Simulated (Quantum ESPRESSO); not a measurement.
A run of Quantum ESPRESSO 7.5:

The input pw.in:

```
&CONTROL
  calculation = 'scf'
  prefix = 'pwscf'
  outdir = './tmp'
  pseudo_dir = './pseudo'
  tprnfor = .true.
  tstress = .true.
  disk_io = 'low'
/
&SYSTEM
  ibrav = 0
  nat = 2
  ntyp = 2
  ecutwfc = 90
  nbnd = 21
  occupations = 'smearing'
  smearing = 'fd'
  degauss = 0.00367493
  nspin = 2
  starting_magnetization(1) = 0.1875
  starting_magnetization(2) = 0
/
&ELECTRONS
  conv_thr = 4d-10
  electron_maxstep = 120
  mixing_beta = 0.3
/
ATOMIC_SPECIES
Fe    55.8450 Fe.upf
O     15.9990 O.upf
CELL_PARAMETERS angstrom
   0.0000000000    2.1554000000    2.1554000000
   2.1554000000    0.0000000000    2.1554000000
   2.1554000000    2.1554000000    0.0000000000
ATOMIC_POSITIONS angstrom
Fe     0.0000000000    0.0000000000    0.0000000000
O      2.1554000000    2.1554000000    2.1554000000
K_POINTS automatic
8 8 8 0 0 0
```

File nscf.in:

```
&CONTROL
  calculation = 'nscf'
  prefix = 'pwscf'
  outdir = './tmp'
  pseudo_dir = './pseudo'
  disk_io = 'low'
/
&SYSTEM
  ibrav = 0
  nat = 2
  ntyp = 2
  ecutwfc = 90
  nbnd = 26
  occupations = 'smearing'
  smearing = 'fd'
  degauss = 0.00367493
  nspin = 2
  starting_magnetization(1) = 0.1875
  starting_magnetization(2) = 0
  nosym = .true.
  noinv = .true.
/
&ELECTRONS
  conv_thr = 1d-09
  electron_maxstep = 120
  mixing_beta = 0.3
  diago_full_acc = .true.
  startingwfc = 'random'
/
ATOMIC_SPECIES
Fe    55.8450 Fe.upf
O     15.9990 O.upf
CELL_PARAMETERS angstrom
   0.0000000000    2.1554000000    2.1554000000
   2.1554000000    0.0000000000    2.1554000000
   2.1554000000    2.1554000000    0.0000000000
ATOMIC_POSITIONS angstrom
Fe     0.0000000000    0.0000000000    0.0000000000
O      2.1554000000    2.1554000000    2.1554000000
K_POINTS crystal
216
  0.00000000   0.00000000   0.00000000 4.62962963e-03
  0.00000000   0.00000000   0.16666667 4.62962963e-03
  0.00000000   0.00000000   0.33333333 4.62962963e-03
  0.00000000   0.00000000   0.50000000 4.62962963e-03
  0.00000000   0.00000000   0.66666667 4.62962963e-03
  0.00000000   0.00000000   0.83333333 4.62962963e-03
[... 208 lines left out ...]
  0.83333333   0.83333333   0.66666667 4.62962963e-03
  0.83333333   0.83333333   0.83333333 4.62962963e-03
```

pw2wan_up.in

```
&INPUTPP
  prefix = 'pwscf'
  outdir = './tmp'
  seedname = 'w_up'
  write_mmn = .true.
  write_amn = .true.
  spin_component = 'up'
  scdm_proj = .true.
  scdm_entanglement = 'erfc'
  scdm_mu = 17.2
  scdm_sigma = 3
/
```

Contents of pw2wan_dn.in:

```
&INPUTPP
  prefix = 'pwscf'
  outdir = './tmp'
  seedname = 'w_dn'
  write_mmn = .true.
  write_amn = .true.
  spin_component = 'down'
  scdm_proj = .true.
  scdm_entanglement = 'erfc'
  scdm_mu = 16.2
  scdm_sigma = 3
/
```

File bands.in:

```
&CONTROL
  calculation = 'bands'
  prefix = 'pwscf'
  outdir = './tmp'
  pseudo_dir = './pseudo'
  disk_io = 'low'
/
&SYSTEM
  ibrav = 0
  nat = 2
  ntyp = 2
  ecutwfc = 90
  nbnd = 26
  occupations = 'smearing'
  smearing = 'fd'
  degauss = 0.00367493
  nspin = 2
  starting_magnetization(1) = 0.1875
  starting_magnetization(2) = 0
/
&ELECTRONS
  conv_thr = 1d-08
  electron_maxstep = 120
  mixing_beta = 0.3
  diago_full_acc = .true.
  startingwfc = 'random'
/
ATOMIC_SPECIES
Fe    55.8450 Fe.upf
O     15.9990 O.upf
CELL_PARAMETERS angstrom
   0.0000000000    2.1554000000    2.1554000000
   2.1554000000    0.0000000000    2.1554000000
   2.1554000000    2.1554000000    0.0000000000
ATOMIC_POSITIONS angstrom
Fe     0.0000000000    0.0000000000    0.0000000000
O      2.1554000000    2.1554000000    2.1554000000
K_POINTS crystal
61
  0.00000000   0.00000000   0.00000000 1
  0.05555600   0.00000000   0.05555600 1
  0.11111100   0.00000000   0.11111100 1
  0.16666700   0.00000000   0.16666700 1
  0.22222200   0.00000000   0.22222200 1
  0.27777800   0.00000000   0.27777800 1
  0.33333300   0.00000000   0.33333300 1
  0.38888900   0.00000000   0.38888900 1
  0.44444400   0.00000000   0.44444400 1
  0.50000000   0.00000000   0.50000000 1
  0.50000000   0.05000000   0.55000000 1
  0.50000000   0.10000000   0.60000000 1
  0.50000000   0.15000000   0.65000000 1
  0.50000000   0.20000000   0.70000000 1
  0.50000000   0.25000000   0.75000000 1
  0.45833300   0.29166700   0.75000000 1
  0.41666700   0.33333300   0.75000000 1
  0.37500000   0.37500000   0.75000000 1
  0.33750000   0.33750000   0.67500000 1
  0.30000000   0.30000000   0.60000000 1
  0.26250000   0.26250000   0.52500000 1
  0.22500000   0.22500000   0.45000000 1
  0.18750000   0.18750000   0.37500000 1
  0.15000000   0.15000000   0.30000000 1
  0.11250000   0.11250000   0.22500000 1
  0.07500000   0.07500000   0.15000000 1
  0.03750000   0.03750000   0.07500000 1
  0.00000000   0.00000000   0.00000000 1
  0.06250000   0.06250000   0.06250000 1
  0.12500000   0.12500000   0.12500000 1
  0.18750000   0.18750000   0.18750000 1
  0.25000000   0.25000000   0.25000000 1
  0.31250000   0.31250000   0.31250000 1
  0.37500000   0.37500000   0.37500000 1
  0.43750000   0.43750000   0.43750000 1
  0.50000000   0.50000000   0.50000000 1
  0.52083300   0.45833300   0.52083300 1
  0.54166700   0.41666700   0.54166700 1
  0.56250000   0.37500000   0.56250000 1
  0.58333300   0.33333300   0.58333300 1
  0.60416700   0.29166700   0.60416700 1
  0.62500000   0.25000000   0.62500000 1
  0.58333300   0.25000000   0.66666700 1
  0.54166700   0.25000000   0.70833300 1
  0.50000000   0.25000000   0.75000000 1
  0.50000000   0.29166700   0.70833300 1
  0.50000000   0.33333300   0.66666700 1
  0.50000000   0.37500000   0.62500000 1
  0.50000000   0.41666700   0.58333300 1
  0.50000000   0.45833300   0.54166700 1
  0.50000000   0.50000000   0.50000000 1
  0.47916700   0.47916700   0.54166700 1
  0.45833300   0.45833300   0.58333300 1
  0.43750000   0.43750000   0.62500000 1
  0.41666700   0.41666700   0.66666700 1
  0.39583300   0.39583300   0.70833300 1
  0.37500000   0.37500000   0.75000000 1
  0.62500000   0.25000000   0.62500000 1
  0.58333300   0.16666700   0.58333300 1
  0.54166700   0.08333300   0.54166700 1
  0.50000000   0.00000000   0.50000000 1
```

The input w_up.win:

```
num_wann = 13
num_bands = 22
auto_projections = true
dis_num_iter = 0
num_iter = 1200
search_shells = 100
kmesh_tol = 1.0d-4
conv_tol = 1.0d-8
conv_window = 4
num_print_cycles = 200
fermi_energy = 14.2015
bands_plot = true
write_hr = true
mp_grid = 6 6 6
exclude_bands = 1-4
spin = up
begin unit_cell_cart
ang
  0.0000000000   2.1554000000   2.1554000000
  2.1554000000   0.0000000000   2.1554000000
  2.1554000000   2.1554000000   0.0000000000
end unit_cell_cart
begin atoms_frac
Fe   0.0000000000   0.0000000000   0.0000000000
O    0.5000000000   0.5000000000   0.5000000000
end atoms_frac
begin kpoint_path
G   0.0000000000   0.0000000000   0.0000000000  X   0.5000000000   0.0000000000   0.5000000000
X   0.5000000000   0.0000000000   0.5000000000  W   0.5000000000   0.2500000000   0.7500000000
W   0.5000000000   0.2500000000   0.7500000000  K   0.3750000000   0.3750000000   0.7500000000
K   0.3750000000   0.3750000000   0.7500000000  G   0.0000000000   0.0000000000   0.0000000000
G   0.0000000000   0.0000000000   0.0000000000  L   0.5000000000   0.5000000000   0.5000000000
L   0.5000000000   0.5000000000   0.5000000000  U   0.6250000000   0.2500000000   0.6250000000
U   0.6250000000   0.2500000000   0.6250000000  W   0.5000000000   0.2500000000   0.7500000000
W   0.5000000000   0.2500000000   0.7500000000  L   0.5000000000   0.5000000000   0.5000000000
L   0.5000000000   0.5000000000   0.5000000000  K   0.3750000000   0.3750000000   0.7500000000
U   0.6250000000   0.2500000000   0.6250000000  X   0.5000000000   0.0000000000   0.5000000000
end kpoint_path
bands_num_points = 9
begin kpoints
  0.00000000   0.00000000   0.00000000
  0.00000000   0.00000000   0.16666667
  0.00000000   0.00000000   0.33333333
  0.00000000   0.00000000   0.50000000
  0.00000000   0.00000000   0.66666667
  0.00000000   0.00000000   0.83333333
[... 208 lines left out ...]
  0.83333333   0.83333333   0.66666667
  0.83333333   0.83333333   0.83333333
end kpoints
```

The input w_dn.win:

```
num_wann = 13
num_bands = 22
auto_projections = true
dis_num_iter = 0
num_iter = 1200
search_shells = 100
kmesh_tol = 1.0d-4
conv_tol = 1.0d-8
conv_window = 4
num_print_cycles = 200
fermi_energy = 14.2015
bands_plot = true
write_hr = true
mp_grid = 6 6 6
exclude_bands = 1-4
spin = down
begin unit_cell_cart
ang
  0.0000000000   2.1554000000   2.1554000000
  2.1554000000   0.0000000000   2.1554000000
  2.1554000000   2.1554000000   0.0000000000
end unit_cell_cart
begin atoms_frac
Fe   0.0000000000   0.0000000000   0.0000000000
O    0.5000000000   0.5000000000   0.5000000000
end atoms_frac
begin kpoint_path
G   0.0000000000   0.0000000000   0.0000000000  X   0.5000000000   0.0000000000   0.5000000000
X   0.5000000000   0.0000000000   0.5000000000  W   0.5000000000   0.2500000000   0.7500000000
W   0.5000000000   0.2500000000   0.7500000000  K   0.3750000000   0.3750000000   0.7500000000
K   0.3750000000   0.3750000000   0.7500000000  G   0.0000000000   0.0000000000   0.0000000000
G   0.0000000000   0.0000000000   0.0000000000  L   0.5000000000   0.5000000000   0.5000000000
L   0.5000000000   0.5000000000   0.5000000000  U   0.6250000000   0.2500000000   0.6250000000
U   0.6250000000   0.2500000000   0.6250000000  W   0.5000000000   0.2500000000   0.7500000000
W   0.5000000000   0.2500000000   0.7500000000  L   0.5000000000   0.5000000000   0.5000000000
L   0.5000000000   0.5000000000   0.5000000000  K   0.3750000000   0.3750000000   0.7500000000
U   0.6250000000   0.2500000000   0.6250000000  X   0.5000000000   0.0000000000   0.5000000000
end kpoint_path
bands_num_points = 9
begin kpoints
  0.00000000   0.00000000   0.00000000
  0.00000000   0.00000000   0.16666667
  0.00000000   0.00000000   0.33333333
  0.00000000   0.00000000   0.50000000
  0.00000000   0.00000000   0.66666667
  0.00000000   0.00000000   0.83333333
[... 208 lines left out ...]
  0.83333333   0.83333333   0.66666667
  0.83333333   0.83333333   0.83333333
end kpoints
```

Potentials or basis: PseudoDojo 0.4.1 SR LDA standard.

Launch:

```sh
$ OMP_NUM_THREADS=1 pw.x -in pw.in > pw.out
$ OMP_NUM_THREADS=1 pw.x -in nscf.in > nscf.out
$ wannier90.x -pp w_up
$ OMP_NUM_THREADS=1 pw2wannier90.x -in pw2wan_up.in > pw2wan_up.out
$ wannier90.x w_up
$ wannier90.x -pp w_dn
$ OMP_NUM_THREADS=1 pw2wannier90.x -in pw2wan_dn.in > pw2wan_dn.out
$ wannier90.x w_dn
$ OMP_NUM_THREADS=1 pw.x -in bands.in > bands.out
```

Hardware: 1 thread of Arm Neoverse V1, with other jobs on the host.

Q: How long does it take, and how much memory?

A: Wall time 8.4 min on 1 thread of Arm Neoverse V1, with other jobs on the host, peak memory 0.36 GiB. Counts: scf iterations 12, k pools 1, bands 21, k points 29, g dense 15593.
